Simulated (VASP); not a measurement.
# BiTe (Fm-3m) in VASP: settings compared

One crystal, BiTe, is run at these levels: LDA, HSE(alpha, omega); tasks: single point.

All numbers are computed with VASP 6.6.1; they aren't measurements. Logs are shortened: lines on timing, memory, paths and dates and some standing lists are left out, and cuts for length are marked.

## 1. Starting point

It takes space group Fm-3m (No. 225, cubic). Conventional cell: a = 6.470 Å, b = 6.470 Å, c = 6.470 Å, α = 90.00°, β = 90.00°, γ = 90.00°. Around Bi (site symmetry m-3m) lie 6 Te at 3.23 Å. Te (site symmetry m-3m) is surrounded by 6 Bi at 3.23 Å.

## 2. Single point, LDA

run.py reads:

```python
from ase.calculators.vasp import Vasp
from ase.dft.bandgap import bandgap
from ase.spacegroup import crystal

atoms = crystal(
    ['Bi', 'Te'],
    basis=[[0.0, 0.0, 0.0], [0.5, 0.0, 0.0]],
    spacegroup=225,
    setting=1,
    cellpar=[6.47, 6.47, 6.47, 90.0, 90.0, 90.0],
    primitive_cell=True,
)
calc = Vasp(
    directory='calc',
    xc='lda',
    pp='LDA',
    setups='recommended',
    prec='Accurate',
    encut=520,
    ediff=1e-06,
    ismear=0,
    sigma=0.02,
    lreal=False,
    lasph=True,
    nelm=60,
    algo='Fast',
    isif=2,
    lwave=False,
    lcharg=False,
    kpts=[7, 7, 7],
    gamma=True,
    nbands=18,
)
atoms.calc = calc

print('energy (eV):', atoms.get_potential_energy())
print('free energy (eV):', atoms.get_potential_energy(force_consistent=True))
print('forces (eV/A):')
print(atoms.get_forces())
print('stress (eV/A^3, Voigt):', atoms.get_stress())
print('Fermi level (eV):', calc.get_fermi_level())
gap, top, bottom = bandgap(calc)
print('band gap (eV):', gap, 'from (spin, k, band)', top, 'to', bottom)
```

Potentials or basis: VASP PAW LDA potentials, release 64 (Bi_d, Te).

Launch:

```bash
> python run.py
```

The program printed:

```text
energy (eV): -8.45847775
free energy (eV): -8.45899894
forces (eV/A):
[[ 0.  0.  0.]
 [ 0.  0. -0.]]
stress (eV/A^3, Voigt): [ 0.01531551  0.01531551  0.01531551 -0.         -0.          0.        ]
Fermi level (eV): 6.45476759
band gap (eV): 0.0 from (spin, k, band) (None, None, None) to (None, None, None)
```

OUTCAR:

```text
ENCUT = 520.000000
   EDIFF = 1.00e-06
   PREC = Accurate
   ISIF = 2
   ISMEAR = 0
   NELM = 60
   LASPH = .TRUE.
   LREAL = .FALSE.

 ion  position               nearest neighbor table
   1  0.000  0.000  0.000-   2 3.23   2 3.23   2 3.23   2 3.23   2 3.23   2 3.23
   2  0.500  0.500  0.500-   1 3.23   1 3.23   1 3.23   1 3.23   1 3.23   1 3.23

  LATTYP: Found a face centered cubic cell.
 ALAT       =     6.4700000000

  Lattice vectors:

 A1 = (   0.0000000000,   3.2350000000,   3.2350000000)
 A2 = (   3.2350000000,   0.0000000000,   3.2350000000)
 A3 = (   3.2350000000,   3.2350000000,   0.0000000000)

Analysis of symmetry for initial positions (statically):
=====================================================================
 Subroutine PRICEL returns:
 Original cell was already a primitive cell.

 Routine SETGRP: Setting up the symmetry group for a
 face centered cubic supercell.

 Subroutine GETGRP returns: Found 48 space group operations
 (whereof 48 operations were pure point group operations)
 out of a pool of 48 trial point group operations.

The static configuration has the point symmetry O_h .

Analysis of symmetry for dynamics (positions and initial velocities):
=====================================================================
 Subroutine PRICEL returns:
 Original cell was already a primitive cell.

 Routine SETGRP: Setting up the symmetry group for a
 face centered cubic supercell.

 Subroutine GETGRP returns: Found 48 space group operations
 (whereof 48 operations were pure point group operations)
 out of a pool of 48 trial point group operations.

The dynamic configuration has the point symmetry O_h .

 Subroutine INISYM returns: Found 48 space group operations
 (whereof 48 operations are pure point group operations),
 and found     1 'primitive' translations

----------------------------------------------------------------------------------------

                                     Primitive cell

  volume of cell :      67.7100

  direct lattice vectors                    reciprocal lattice vectors
     0.000000000  3.235000000  3.235000000    -0.154559505  0.154559505  0.154559505
     3.235000000  0.000000000  3.235000000     0.154559505 -0.154559505  0.154559505
     3.235000000  3.235000000  0.000000000     0.154559505  0.154559505 -0.154559505

  length of vectors
     4.574980874  4.574980874  4.574980874     0.267704916  0.267704916  0.267704916

  position of ions in fractional coordinates (direct lattice)
     0.000000000  0.000000000  0.000000000
     0.500000000  0.500000000  0.500000000

  ion indices of the primitive-cell ions
   primitive index   ion index
                 1           1
                 2           2

----------------------------------------------------------------------------------------

 KPOINTS: KPOINTS created by Atomic Simulation Env

Automatic generation of k-mesh.
 Grid dimensions read from file:
 generate k-points for:    7    7    7

 Generating k-lattice:

  Cartesian coordinates                     Fractional coordinates (reciprocal lattice)
    -0.022079929  0.022079929  0.022079929     0.142857143  0.000000000  0.000000000
     0.022079929 -0.022079929  0.022079929     0.000000000  0.142857143  0.000000000
     0.022079929  0.022079929 -0.022079929     0.000000000  0.000000000  0.142857143

  Length of vectors
     0.038243559  0.038243559  0.038243559

  Shift w.r.t. Gamma in fractional coordinates (k-lattice)
     0.000000000  0.000000000  0.000000000

 Subroutine IBZKPT returns following result:
 ===========================================

 Found     20 irreducible k-points:

 Following reciprocal coordinates:
            Coordinates               Weight
  0.000000  0.000000  0.000000      1.000000
  0.142857  0.000000  0.000000      8.000000
  0.285714  0.000000  0.000000      8.000000
  0.428571  0.000000  0.000000      8.000000
  0.142857  0.142857  0.000000      6.000000
  0.285714  0.142857  0.000000     24.000000
[... 12 lines left out ...]
 -0.428571  0.428571  0.142857     24.000000
 -0.285714  0.428571  0.142857     24.000000
   k-points           NKPTS =     20   k-points in BZ     NKDIM =     20   number of bands    NBANDS=     18
   number of dos      NEDOS =    301   number of ions     NIONS =      2
   total plane-waves  NPLWV =  46656
   dimension x,y,z NGX =    36 NGY =   36 NGZ =   36
   dimension x,y,z NGXF=    72 NGYF=   72 NGZF=   72
   ions per type =               1   1
   NGX,Y,Z   is equivalent  to a cutoff of  13.08, 13.08, 13.08 a.u.
   NGXF,Y,Z  is equivalent  to a cutoff of  26.16, 26.16, 26.16 a.u.
 SYSTEM =  unknown system
   PREC   = accura    normal or accurate (medium, high low for compatibility)
   ISTART =      0    job   : 0-new  1-cont  2-samecut
   ICHARG =      2    charge: 1-file 2-atom 10-const
   ISPIN  =      1    spin polarized calculation?
   LNONCOLLINEAR =      F non collinear calculations
   LSORBIT =      F    spin-orbit coupling
   LASPH  =      T    aspherical Exc in radial PAW
   ENCUT  =  520.0 eV  38.22 Ry    6.18 a.u.   8.51  8.51  8.51*2*pi/ulx,y,z
   NELM   =     60;   NELMIN=  2; NELMDL= -5     # of ELM steps
   EDIFF  = 0.1E-05   stopping-criterion for ELM
   LREAL  =      F    real-space projection
   EDIFFG = 0.1E-04   stopping-criterion for IOM
   NSW    =      0    number of steps for IOM
   IBRION =     -1    ionic relax: 0-MD 1-quasi-New 2-CG
   NFREE  =      0    steps in history (QN), initial steepest desc. (CG)
   ISIF   =      2    stress and relaxation
   ISYM   =      2    0-nonsym 1-usesym 2-fastsym
   POTIM  = 0.5000    time-step for ionic-motion
   TEBEG  =    0.0;   TEEND  =   0.0 temperature during run
   PSTRESS=    0.0 pullay stress
   NELECT =      21.0000    total number of electrons
   NUPDOWN=      -1.0000    fix difference up-down
   EMIN   =  10.00;   EMAX   =-10.00  energy-range for DOS
   EFERMI =   0.00;   METHOD = LEGACY
   ISMEAR =     0;   SIGMA  =   0.02  broadening in eV -4-tet -1-fermi 0-gaus
   EFERMI_NEDOS =   21; number of points for ismear=-14 and -15
   IALGO  =     68    algorithm
   IMIX   =      4    mixing-type and parameters
     AMIX     =   0.40;   BMIX     =  1.00
     AMIX_MAG =   1.60;   BMIX_MAG =  1.00
  volume/ion in A,a.u.               =      33.86       228.46
  Fermi-wavevector in a.u.,A,eV,Ry     =   1.108146  2.094092 16.707785  1.227988
  Thomas-Fermi vector in A             =   2.244669
   LORBIT       =      0    0 simple, 1 ext, 2 COOP (PROOUT), +10 PAW based schemes
   GGA     = CA    functional components
   LHFCALC =     F    Hartree Fock is set to
   AEXX    =    0.0000 exact exchange contribution
   IVDW    =     0    specifies the selected vdW correction
   LEPSILON=     F    determine dielectric tensor
   LRPA    =     F    only Hartree local field effects (RPA)
 non-spin polarized calculation
 RMM-DIIS sequential band-by-band and
 Gauss-broadening in eV      SIGMA  =   0.02
  energy-cutoff  :      520.00
  volume of cell :       67.71
 maximum number of plane-waves:      1841
 NGX is ok and might be reduce to    36
   NGX = 17   NGY = 17   NGZ = 17

 number of electron      21.0000001 magnetization

 Free energy of the ion-electron system (eV)
  ---------------------------------------------------
  ext. energy  EPLUGINS =         0.00000000
  ---------------------------------------------------
  free energy    TOTEN  =        -8.45899894 eV

  energy without entropy =       -8.45795657  energy(sigma->0) =       -8.45847775

 E-fermi :   6.4548     XC(G=0):  -9.6744

 val. band max:        6.4367458209   @ k =  -0.4286   0.1429   0.0000
 cond. band min:       6.4662888281   @ k =  -0.4286   0.1429   0.0000
 fundamental gap:      0.0295430072
 Fermi energy:         6.4547675884

 k-point     1 :       0.0000    0.0000    0.0000
  band No.  band energies     occupation
      1     -16.6448      2.00000
      2     -16.6448      2.00000
      3     -16.6380      2.00000
      4     -16.6380      2.00000
      5     -16.6380      2.00000
      6      -7.0902      2.00000
[... 10 lines left out ...]
     17      12.4957      0.00000
     18      12.9372      0.00000
[... 379 lines left out ...]
 k-point    20 :      -0.2857    0.4286    0.1429
  band No.  band energies     occupation
      1     -16.6542      2.00000
      2     -16.6446      2.00000
      3     -16.6358      2.00000
      4     -16.6330      2.00000
      5     -16.6280      2.00000
      6      -4.8353      2.00000
[... 10 lines left out ...]
     17      15.8262      0.00000
     18      16.6613      0.00000

------------------------ aborting loop because EDIFF is reached ----------------------------------------

  FORCE on cell =-STRESS in cart. coord.  units (eV):
  Direction    XX          YY          ZZ          XY          YZ          ZX
  --------------------------------------------------------------------------------------
  -------------------------------------------------------------------------------------
  Total       -1.0370129     -1.0370129     -1.0370129      0.0000000      0.0000000      0.0000000
  in kB      -24.5381533    -24.5381533    -24.5381533      0.0000000      0.0000000      0.0000000
  external PRESSURE =     -24.5381533 kB  Pullay stress =       0.0000000 kB

 VOLUME and BASIS-vectors are now :
 -----------------------------------------------------------------------------
  energy-cutoff  :      520.00
  volume of cell :       67.71
      direct lattice vectors                 reciprocal lattice vectors
     0.000000000  3.235000000  3.235000000    -0.154559505  0.154559505  0.154559505
     3.235000000  0.000000000  3.235000000     0.154559505 -0.154559505  0.154559505
     3.235000000  3.235000000  0.000000000     0.154559505  0.154559505 -0.154559505

 POSITION                                       TOTAL-FORCE (eV/Angst)
 -----------------------------------------------------------------------------------
      0.00000      0.00000      0.00000         0.000000      0.000000      0.000000
      3.23500      3.23500      3.23500         0.000000      0.000000     -0.000000
 -----------------------------------------------------------------------------------
    total drift:                               -0.000000      0.000000      0.000000

  FREE ENERGIE OF THE ION-ELECTRON SYSTEM (eV)
  ---------------------------------------------------
  free  energy   TOTEN  =        -8.4589989370 eV

  energy  without entropy=       -8.4579565665  energy(sigma->0) =       -8.45847775
```

INCAR:

```text
ENCUT = 520.000000
SIGMA = 0.020000
EDIFF = 1.00e-06
ALGO = Fast
PREC = Accurate
ISIF = 2
ISMEAR = 0
NBANDS = 18
NELM = 60
LASPH = .TRUE.
LCHARG = .FALSE.
LWAVE = .FALSE.
LREAL = .FALSE.
```

Run time: 27 s. Hardware: 1 thread of Intel Xeon Platinum 8488C (Sapphire Rapids), shared host; peak memory 0.18 GiB.

Results:

| Property | Result |
| --- | --- |
| Free energy | -8.4590 eV |
| Pressure | -2.5 GPa |
| Band gap on the k mesh | none (metal or under the smearing width) |

Levels at points of the mesh, in eV from the Fermi level:
```csv
k point,band 8,band 9,band 10,band 11,band 12,band 13
"(0.00, 0.00, 0.00)",-2.54,-2.54,-2.54,2.10,2.10,2.10
```

Caveat: spin-orbit coupling is left out, which moves the levels of the heavy elements.

## 3. Single point, HSE(alpha, omega)

POSCAR reads:

```
BiTe
1.0
    0.0000000000      3.2350000000      3.2350000000
    3.2350000000      0.0000000000      3.2350000000
    3.2350000000      3.2350000000      0.0000000000
Bi Te
1 1
Direct
    0.0000000000      0.0000000000      0.0000000000
    0.5000000000      0.5000000000      0.5000000000
```

INCAR.step1 reads:

```
PREC     = Accurate       # precision mode
ENCUT    = 520            # plane-wave cutoff, eV
EDIFF    = 1E-5           # SCF threshold, eV
ISMEAR   = -1             # smearing method
SIGMA    = 0.05           # smearing width, eV
LREAL    = F              # projectors in reciprocal space
LASPH    = T              # aspherical terms in the spheres
NELM     = 80             # most SCF steps
ALGO     = Normal         # electronic algorithm
ISIF     = 2              # what is computed and relaxed
LWAVE    = T              # write WAVECAR
LCHARG   = F              # write CHGCAR
GGA      = PE             # functional
```

INCAR.step2 reads:

```
PREC     = Accurate       # precision mode
ENCUT    = 520            # plane-wave cutoff, eV
EDIFF    = 1E-7           # SCF threshold, eV
ISMEAR   = -1             # smearing method
SIGMA    = 0.05           # smearing width, eV
LREAL    = F              # projectors in reciprocal space
LASPH    = T              # aspherical terms in the spheres
NELM     = 80             # most SCF steps
ALGO     = Normal         # electronic algorithm
ISIF     = 2              # what is computed and relaxed
LWAVE    = F              # write WAVECAR
LCHARG   = F              # write CHGCAR
GGA      = PE             # functional
LHFCALC  = T              # exact exchange
HFSCREEN = 0.1            # screening, 1/A
AEXX     = 0.25           # exact-exchange fraction
PRECFOCK = Fast         
ISTART   = 1
```

KPOINTS reads:

```
Automatic mesh
0
Gamma
  4 4 4
```

Potentials or basis: VASP PAW PBE potentials, release 64 (Bi_d, Te).

Launch:

```bash
> cat potpaw_PBE.64/Bi_d/POTCAR potpaw_PBE.64/Te/POTCAR > POTCAR
> cp INCAR.step1 INCAR
> mpirun -np 1 vasp_std > vasp.out
> cp INCAR.step2 INCAR
> mpirun -np 1 vasp_std > vasp.out
```

Run time: 6.6 min. Hardware: 1 thread of Intel Xeon Platinum 8259CL at 2.50GHz (Skylake/Cascade Lake), shared host; peak memory 0.31 GiB.

It converged, with:

```yaml
Free_energy: -9.1418 eV
Pressure: -1.9 GPa
Band_gap_on_the_k_mesh: none (metal or under the smearing width)
```

Levels at points of the mesh, in eV from the Fermi level:
| k point | band 7 | band 8 | band 9 | band 10 | band 11 | band 12 | band 13 | band 14 |
| --- | --- | --- | --- | --- | --- | --- | --- | --- |
| (0.00, 0.00, 0.00) | -9.02 | -3.22 | -3.22 | -3.22 | 2.69 | 2.69 | 2.69 | 5.18 |
| (0.50, 0.00, 0.00) | -12.62 | -2.47 | -2.47 | -1.97 | -0.90 | -0.80 | -0.80 | 8.05 |
| (0.50, 0.50, 0.00) | -11.16 | -6.73 | -4.88 | -4.88 | 2.59 | 4.25 | 4.25 | 5.78 |

Caveat: the k mesh is coarse (spacing up to 0.42 Å⁻¹), so the values aren't converged, least of all with exact exchange; the PAW data sets were made with another functional, which shifts forces and pressure a little; spin-orbit coupling is left out, which moves the levels of the heavy elements.

## 4. Single point, HSE(alpha, omega)

POSCAR is that of step 3.

INCAR.step1 is that of step 3.

INCAR.step2, as its differences from that of step 3:

```diff
@@ -14,3 +14,3 @@
 LHFCALC  = T              # exact exchange
-HFSCREEN = 0.1            # screening, 1/A
+HFSCREEN = 0.15           # screening, 1/A
 AEXX     = 0.25           # exact-exchange fraction
```

KPOINTS is that of step 3.

Launch:

```bash
> cat potpaw_PBE.64/Bi_d/POTCAR potpaw_PBE.64/Te/POTCAR > POTCAR
> cp INCAR.step1 INCAR
> mpirun -np 1 vasp_std > vasp.out
> cp INCAR.step2 INCAR
> mpirun -np 1 vasp_std > vasp.out
```

Wall time 5.6 min (1 thread of Intel Xeon Platinum 8259CL at 2.50GHz (Skylake/Cascade Lake), shared host); peak memory 0.31 GiB.

The run converged. Its results:

```
Free energy            : -8.8906 eV
Pressure               : -1.7 GPa
Band gap on the k mesh : none (metal or under the smearing width)
```

Levels at points of the mesh, in eV from the Fermi level:
```csv
k point,band 8,band 9,band 10,band 11,band 12,band 13
"(0.00, 0.00, 0.00)",-3.10,-3.10,-3.10,2.63,2.63,2.63
"(0.50, 0.00, 0.00)",-2.36,-2.36,-1.86,-0.82,-0.70,-0.70
"(0.50, 0.50, 0.00)",-6.59,-4.75,-4.75,2.55,4.19,4.19
```

Caveat: the k mesh is coarse (spacing up to 0.42 Å⁻¹), so the values aren't converged, least of all with exact exchange; the PAW data sets were made with another functional, which shifts forces and pressure a little; spin-orbit coupling is left out, which moves the levels of the heavy elements.

## 5. Single point, HSE(alpha, omega)

POSCAR is that of step 4.

INCAR.step1 is that of step 4.

INCAR.step2, as its differences from that of step 4:

```diff
@@ -14,3 +14,3 @@
 LHFCALC  = T              # exact exchange
-HFSCREEN = 0.15           # screening, 1/A
+HFSCREEN = 0.2            # screening, 1/A
 AEXX     = 0.25           # exact-exchange fraction
```

KPOINTS is that of step 4.

Launch:

```bash
> cat potpaw_PBE.64/Bi_d/POTCAR potpaw_PBE.64/Te/POTCAR > POTCAR
> cp INCAR.step1 INCAR
> mpirun -np 1 vasp_std > vasp.out
> cp INCAR.step2 INCAR
> mpirun -np 1 vasp_std > vasp.out
```

Wall time 6.4 min (1 thread of Intel Xeon Platinum 8259CL at 2.50GHz (Skylake/Cascade Lake), shared host); peak memory 0.3 GiB.

The run converged. Its results:

- Free energy: -8.6893 eV
- Pressure: -1.5 GPa
- Band gap on the k mesh: none (metal or under the smearing width)

Levels at points of the mesh, in eV from the Fermi level:
| k point | band 6 | band 7 | band 8 | band 9 | band 10 | band 11 | band 12 | band 13 | band 14 |
| --- | --- | --- | --- | --- | --- | --- | --- | --- | --- |
| (0.00, 0.00, 0.00) | -15.01 | -8.81 | -3.01 | -3.01 | -3.01 | 2.56 | 2.56 | 2.56 | 5.08 |
| (0.50, 0.00, 0.00) | -12.89 | -12.38 | -2.29 | -2.29 | -1.80 | -0.80 | -0.67 | -0.67 | 7.94 |
| (0.50, 0.50, 0.00) | -13.03 | -10.92 | -6.47 | -4.64 | -4.64 | 2.51 | 4.12 | 4.12 | 5.63 |

Caveat: the k mesh is coarse (spacing up to 0.42 Å⁻¹), so the values aren't converged, least of all with exact exchange; the PAW data sets were made with another functional, which shifts forces and pressure a little; spin-orbit coupling is left out, which moves the levels of the heavy elements.

## 6. Summary

```tsv
level	potentials or basis	k mesh	smearing	screening parameter	grid for exact exchange (PRECFOCK)	mesh quality	gap on the mesh (eV)	pressure (GPa)
LDA	VASP PAW LDA potentials, release 64 (Bi_d, Te)	7 × 7 × 7	gaussian 0.02 eV	-	-	not flagged	none	-2.5
HSE(alpha, omega)	VASP PAW PBE potentials, release 64 (Bi_d, Te)	4 × 4 × 4	fermi-dirac 0.05 eV	0.1	Fast	coarse	none	-1.9
HSE(alpha, omega)	VASP PAW PBE potentials, release 64 (Bi_d, Te)	4 × 4 × 4	fermi-dirac 0.05 eV	0.15	Fast	coarse	none	-1.7
HSE(alpha, omega)	VASP PAW PBE potentials, release 64 (Bi_d, Te)	4 × 4 × 4	fermi-dirac 0.05 eV	0.2	Fast	coarse	none	-1.5
```

Alike in all rows: task single point; no spin polarisation; cell as given; cutoff (eV) 520.

Caveats: some runs use coarse meshes; spin-orbit coupling is left out, which moves the levels of the heavy elements; the PAW data sets were made with another functional, which shifts forces and pressure a little (some runs).

Absolute energies hang on the potentials; compare differences alone.
